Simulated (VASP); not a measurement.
# InSb (F-43m) in VASP: notebook

The runs below take InSb through relaxation of cell and atoms, with r2SCAN+rVV10.

Everything below comes from runs of VASP 6.6.1. Logs are shortened: lines on timing, memory, paths and dates and some standing lists are left out, and cuts for length are marked.

**1. The crystal as given**

Symmetry: F-43m, No. 216, cubic system. The conventional cell has a = 6.478 Å, b = 6.478 Å, c = 6.478 Å, α = 90.00°, β = 90.00°, γ = 90.00°. In (site symmetry -43m) is surrounded by 4 Sb at 2.81 Å. Sb (site symmetry -43m) has 4 In at 2.81 Å as nearest neighbours.

**2. Relaxation of cell and atoms, r2SCAN+rVV10**

Input file INCAR:

```
SYSTEM = InSb
  PREC = Accurate
  ENCUT = 520
  EDIFF = 1E-7
  ISMEAR = 0
  SIGMA = 0.02
  LREAL = .False.
  LASPH = .True.
  NELM = 80
  ALGO = Normal
  ISIF = 3
  LWAVE = .False.
  LCHARG = .False.
  METAGGA = R2SCAN
  LMIXTAU = .True.
  LUSE_VDW = .True.
  IVDW_NL = 2
  BPARAM = 11.95
  CPARAM = 0.0093
  IBRION = 2
  NSW = 80
  EDIFFG = -0.002
```

Input file KPOINTS:

```
regular mesh
0
Gamma
  8 8 8
  0 0 0
```

Input file POSCAR:

```
InSb
1.0
    0.0000000000      3.2391000000      3.2391000000
    3.2391000000      0.0000000000      3.2391000000
    3.2391000000      3.2391000000      0.0000000000
In Sb
1 1
Direct
    0.0000000000      0.0000000000      0.0000000000
    0.2500000000      0.2500000000      0.2500000000
```

Potentials or basis: VASP PAW PBE potentials, release 64 (In_d, Sb).

Run with:

```bash
> cat potpaw_PBE.64/In_d/POTCAR potpaw_PBE.64/Sb/POTCAR > POTCAR
> mpirun -np 1 vasp_std > vasp.out
```

OUTCAR:

```text
SYSTEM = InSb
   PREC = Accurate
   ENCUT = 520
   EDIFF = 1E-7
   ISMEAR = 0
   LREAL = .False.
   LASPH = .True.
   NELM = 80
   ISIF = 3
   METAGGA = R2SCAN
   IVDW_NL = 2
   BPARAM = 11.95
   IBRION = 2
   NSW = 80
   EDIFFG = -0.002

 ion  position               nearest neighbor table
   1  0.000  0.000  0.000-   2 2.81   2 2.81   2 2.81   2 2.81
   2  0.250  0.250  0.250-   1 2.81   1 2.81   1 2.81   1 2.81

  LATTYP: Found a face centered cubic cell.
 ALAT       =     6.4782000000

  Lattice vectors:

 A1 = (   0.0000000000,   3.2391000000,   3.2391000000)
 A2 = (   3.2391000000,   0.0000000000,   3.2391000000)
 A3 = (   3.2391000000,   3.2391000000,   0.0000000000)

Analysis of symmetry for initial positions (statically):
=====================================================================
 Subroutine PRICEL returns:
 Original cell was already a primitive cell.

 Routine SETGRP: Setting up the symmetry group for a
 face centered cubic supercell.

 Subroutine GETGRP returns: Found 24 space group operations
 (whereof 24 operations were pure point group operations)
 out of a pool of 48 trial point group operations.

The static configuration has the point symmetry T_d .

Analysis of symmetry for dynamics (positions and initial velocities):
=====================================================================
 Subroutine PRICEL returns:
 Original cell was already a primitive cell.

 Routine SETGRP: Setting up the symmetry group for a
 face centered cubic supercell.

 Subroutine GETGRP returns: Found 24 space group operations
 (whereof 24 operations were pure point group operations)
 out of a pool of 48 trial point group operations.

The dynamic configuration has the point symmetry T_d .

 Subroutine INISYM returns: Found 24 space group operations
 (whereof 24 operations are pure point group operations),
 and found     1 'primitive' translations

----------------------------------------------------------------------------------------

                                     Primitive cell

  volume of cell :      67.9678

  direct lattice vectors                    reciprocal lattice vectors
     0.000000000  3.239100000  3.239100000    -0.154363867  0.154363867  0.154363867
     3.239100000  0.000000000  3.239100000     0.154363867 -0.154363867  0.154363867
     3.239100000  3.239100000  0.000000000     0.154363867  0.154363867 -0.154363867

  length of vectors
     4.580779150  4.580779150  4.580779150     0.267366060  0.267366060  0.267366060

  position of ions in fractional coordinates (direct lattice)
     0.000000000  0.000000000  0.000000000
     0.250000000  0.250000000  0.250000000

  ion indices of the primitive-cell ions
   primitive index   ion index
                 1           1
                 2           2

----------------------------------------------------------------------------------------

 KPOINTS: regular mesh

Automatic generation of k-mesh.
 Grid dimensions read from file:
 generate k-points for:    8    8    8

 Generating k-lattice:

  Cartesian coordinates                     Fractional coordinates (reciprocal lattice)
    -0.019295483  0.019295483  0.019295483     0.125000000  0.000000000  0.000000000
     0.019295483 -0.019295483  0.019295483     0.000000000  0.125000000  0.000000000
     0.019295483  0.019295483 -0.019295483     0.000000000  0.000000000  0.125000000

  Length of vectors
     0.033420757  0.033420757  0.033420757

  Shift w.r.t. Gamma in fractional coordinates (k-lattice)
     0.000000000  0.000000000  0.000000000

 Subroutine IBZKPT returns following result:
 ===========================================

 Found     29 irreducible k-points:

 Following reciprocal coordinates:
            Coordinates               Weight
  0.000000  0.000000  0.000000      1.000000
  0.125000  0.000000  0.000000      8.000000
  0.250000  0.000000  0.000000      8.000000
  0.375000  0.000000  0.000000      8.000000
  0.500000  0.000000  0.000000      4.000000
  0.125000  0.125000  0.000000      6.000000
[... 16 lines left out ...]
  0.500000  0.250000  0.125000     48.000000
 -0.375000  0.250000  0.125000     24.000000
 [... further k-points ...]
   k-points           NKPTS =     29   k-points in BZ     NKDIM =     29   number of bands    NBANDS=     13
   number of dos      NEDOS =    301   number of ions     NIONS =      2
   total plane-waves  NPLWV =  46656
   dimension x,y,z NGX =    36 NGY =   36 NGZ =   36
   dimension x,y,z NGXF=    72 NGYF=   72 NGZF=   72
   ions per type =               1   1
   NGX,Y,Z   is equivalent  to a cutoff of  13.07, 13.07, 13.07 a.u.
   NGXF,Y,Z  is equivalent  to a cutoff of  26.13, 26.13, 26.13 a.u.
 SYSTEM =  InSb
   PREC   = accura    normal or accurate (medium, high low for compatibility)
   ISTART =      0    job   : 0-new  1-cont  2-samecut
   ICHARG =      2    charge: 1-file 2-atom 10-const
   ISPIN  =      1    spin polarized calculation?
   LNONCOLLINEAR =      F non collinear calculations
   LSORBIT =      F    spin-orbit coupling
   LASPH  =      T    aspherical Exc in radial PAW
   ENCUT  =  520.0 eV  38.22 Ry    6.18 a.u.   8.52  8.52  8.52*2*pi/ulx,y,z
   NELM   =     80;   NELMIN=  2; NELMDL= -5     # of ELM steps
   EDIFF  = 0.1E-06   stopping-criterion for ELM
   LREAL  =      F    real-space projection
   EDIFFG = -.2E-02   stopping-criterion for IOM
   NSW    =     80    number of steps for IOM
   IBRION =      2    ionic relax: 0-MD 1-quasi-New 2-CG
   NFREE  =      1    steps in history (QN), initial steepest desc. (CG)
   ISIF   =      3    stress and relaxation
   ISYM   =      2    0-nonsym 1-usesym 2-fastsym
   POTIM  = 0.5000    time-step for ionic-motion
   TEBEG  =    0.0;   TEEND  =   0.0 temperature during run
   PSTRESS=    0.0 pullay stress
   NELECT =      18.0000    total number of electrons
   NUPDOWN=      -1.0000    fix difference up-down
   EMIN   =  10.00;   EMAX   =-10.00  energy-range for DOS
   EFERMI =   0.00;   METHOD = LEGACY
   ISMEAR =     0;   SIGMA  =   0.02  broadening in eV -4-tet -1-fermi 0-gaus
   EFERMI_NEDOS =   21; number of points for ismear=-14 and -15
   IALGO  =     38    algorithm
   IMIX   =      4    mixing-type and parameters
     AMIX     =   0.40;   BMIX     =  1.00
     AMIX_MAG =   1.60;   BMIX_MAG =  1.00
  volume/ion in A,a.u.               =      33.98       229.33
  Fermi-wavevector in a.u.,A,eV,Ry     =   1.051311  1.986690 15.037912  1.105255
  Thomas-Fermi vector in A             =   2.186349
   LORBIT       =      0    0 simple, 1 ext, 2 COOP (PROOUT), +10 PAW based schemes
   METAGGA = R2SCAN    functional components
   LHFCALC =     F    Hartree Fock is set to
   AEXX    =    0.0000 exact exchange contribution
   IVDW_NL    =     2    kernel type
   BPARAM     =11.9500
   IVDW    =     0    specifies the selected vdW correction
   LEPSILON=     F    determine dielectric tensor
   LRPA    =     F    only Hartree local field effects (RPA)
 conjugate gradient relaxation of ions
 non-spin polarized calculation
 Gauss-broadening in eV      SIGMA  =   0.02
  energy-cutoff  :      520.00
  volume of cell :       67.97
 maximum number of plane-waves:      1850
 NGX is ok and might be reduce to    36
   NGX = 17   NGY = 17   NGZ = 17

--------------------------------------- Ionic step        1  -------------------------------------------

 number of electron      17.9999993 magnetization

 Free energy of the ion-electron system (eV)
  ---------------------------------------------------
  ext. energy  EPLUGINS =         0.00000000
  ---------------------------------------------------
  free energy    TOTEN  =       -48.16192204 eV

  energy without entropy =      -48.16192204  energy(sigma->0) =      -48.16192204

------------------------ aborting loop because EDIFF is reached ----------------------------------------

  FORCE on cell =-STRESS in cart. coord.  units (eV):
  Direction    XX          YY          ZZ          XY          YZ          ZX
  --------------------------------------------------------------------------------------
  -------------------------------------------------------------------------------------
  Total        0.4630597      0.4630597      0.4630597     -0.0000000      0.0000000      0.0000000
  in kB       10.9155211     10.9155211     10.9155211     -0.0000000      0.0000000      0.0000000
  external PRESSURE =      10.9155211 kB  Pullay stress =       0.0000000 kB
[... 21 lines left out ...]
  energy  without entropy=      -48.1619220440  energy(sigma->0) =      -48.16192204

--------------------------------------- Ionic step        2  -------------------------------------------

 number of electron      17.9999998 magnetization

 E-fermi :   4.5825     XC(G=0):  -9.1635

 val. band max:        4.5640731981   @ k =   0.0000   0.0000   0.0000
 cond. band min:       4.5904976941   @ k =   0.0000   0.0000   0.0000
 fundamental gap:      0.0264244960
 Fermi energy:         4.5825491074

 k-point     1 :       0.0000    0.0000    0.0000
  band No.  band energies     occupation
      1     -10.4514      2.00000
      2     -10.4514      2.00000
      3     -10.4514      2.00000
      4     -10.3588      2.00000
      5     -10.3588      2.00000
      6      -6.3515      2.00000
      7       4.5641      1.80866
      8       4.5641      1.80866
      9       4.5641      1.80860
     10       4.5905      0.57408
     11       7.7677      0.00000
     12       7.7677      0.00000
     13       7.7677      0.00000
[... 401 lines left out ...]
  energy  without entropy=      -48.1657940781  energy(sigma->0) =      -48.16581757

--------------------------------------- Ionic step        3  -------------------------------------------

 number of electron      17.9999995 magnetization

 Free energy of the ion-electron system (eV)
  ---------------------------------------------------
  ext. energy  EPLUGINS =         0.00000000
  ---------------------------------------------------
  free energy    TOTEN  =       -48.16700802 eV

  energy without entropy =      -48.16700769  energy(sigma->0) =      -48.16700785

 E-fermi :   4.7269     XC(G=0):  -9.2118

 val. band max:        4.6781261787   @ k =   0.0000   0.0000   0.0000
 cond. band min:       4.7712808378   @ k =   0.0000   0.0000   0.0000
 fundamental gap:      0.0931546591
 Fermi energy:         4.7268868632

 k-point     1 :       0.0000    0.0000    0.0000
  band No.  band energies     occupation
      1     -10.3593      2.00000
      2     -10.3593      2.00000
      3     -10.3593      2.00000
      4     -10.2635      2.00000
      5     -10.2635      2.00000
      6      -6.3075      2.00000
      7       4.6781      1.99944
      8       4.6781      1.99944
      9       4.6781      1.99944
     10       4.7713      0.00169
     11       7.8804      0.00000
     12       7.8804      0.00000
     13       7.8804      0.00000
[... 397 lines left out ...]
  FREE ENERGIE OF THE ION-ELECTRON SYSTEM (eV)
  ---------------------------------------------------
  free  energy   TOTEN  =       -48.1670080206 eV

  energy  without entropy=      -48.1670076876  energy(sigma->0) =      -48.16700785

 reached required accuracy - stopping structural energy minimisation
```

Wall time 5.9 min (1 thread of Intel Xeon 6975P-C (Granite Rapids), shared host); peak memory 0.41 GiB.

Results:

| Property | Result |
| --- | --- |
| Free energy | -48.1670 eV |
| Relaxed volume | 34.75 Å³/atom |
| Relaxed cell | a = 4.615 Å, b = 4.615 Å, c = 4.615 Å, α = 60.00°, β = 60.00°, γ = 60.00° |
| Space group after relaxing (to 0.05 Å) | F-43m (No. 216) |
| Energy gained by relaxing | 2.5 meV/atom |
| Ionic steps | 3 |
| Pressure after relaxing | 0.0 GPa |
| Band gap on the k mesh | 0.09 eV, direct |

Step by step:
```tsv
step	energy change (eV)	largest force (eV/Å)	pressure (GPa)	volume (Å³)
1	0.0000	0.0000	1.09	67.97
2	-0.0039	0.0000	-0.47	70.27
3	-0.0051	0.0000	0.01	69.50
```

Final structure:
```
In Sb
1.0
     0.00000    3.26331    3.26331
     3.26331    0.00000    3.26331
     3.26331    3.26331    0.00000
In Sb
1 1
Direct
  0.00000 0.00000 0.00000
  0.25000 0.25000 0.25000
```

Caveat: the PAW data sets were made with another functional, which shifts forces and pressure a little; spin-orbit coupling is left out, which moves the levels of the heavy elements. Zero-point motion and thermal expansion aren't in these numbers.

**3. Relaxation of cell and atoms, r2SCAN+rVV10**

This run uses another cell than the first one, of 34.75 Å³/atom, 1.023 times its volume.

INCAR is that of step 2.

KPOINTS is that of step 2.

Input file POSCAR:

```
InSb                                    
1.0
   -0.0000000000      3.2633085473      3.2633085473
    3.2633085473     -0.0000000000      3.2633085473
    3.2633085473      3.2633085473     -0.0000000000
  In              Sb            
     1     1
Direct
     0.0000000000000000    0.0000000000000000    0.0000000000000000
     0.2500000000000000    0.2500000000000000    0.2500000000000000
```

Potentials or basis: VASP PAW PBE potentials, release 64 (In_d, Sb).

Run with:

```bash
> cat potpaw_PBE.64/In_d/POTCAR potpaw_PBE.64/Sb/POTCAR > POTCAR
> mpirun -np 1 vasp_std > vasp.out
```

Run time: 2.6 min. Hardware: 1 thread of Intel Xeon 6975P-C (Granite Rapids), shared host; peak memory 0.4 GiB.

The run converged. Its results:

```
Free energy             : -48.1674 eV
Pressure after relaxing : 0.0 GPa
Band gap on the k mesh  : 0.09 eV, direct
```

Final structure:
```
CELL_PARAMETERS angstrom
0.00000 3.26331 3.26331
3.26331 0.00000 3.26331
3.26331 3.26331 0.00000
ATOMIC_POSITIONS crystal
In 0.00000 0.00000 0.00000
Sb 0.25000 0.25000 0.25000
```

Levels at points of the mesh, in eV from the valence-band top:
```tsv
k point	band 5	band 6	band 7	band 8	band 9	band 10	band 11	band 12	band 13
(0.00, 0.00, 0.00)	-14.94	-10.99	0.00	0.00	0.00	0.09	3.20	3.20	3.20
(0.50, 0.00, 0.00)	-14.94	-9.59	-5.69	-1.02	-1.02	0.76	4.07	4.07	6.37
(0.50, 0.50, 0.00)	-14.93	-8.96	-5.98	-2.29	-2.29	1.52	1.54	8.60	8.60
```

Caveat: the relaxation stopped at its first step, so nothing moved; the PAW data sets were made with another functional, which shifts forces and pressure a little; spin-orbit coupling is left out, which moves the levels of the heavy elements.
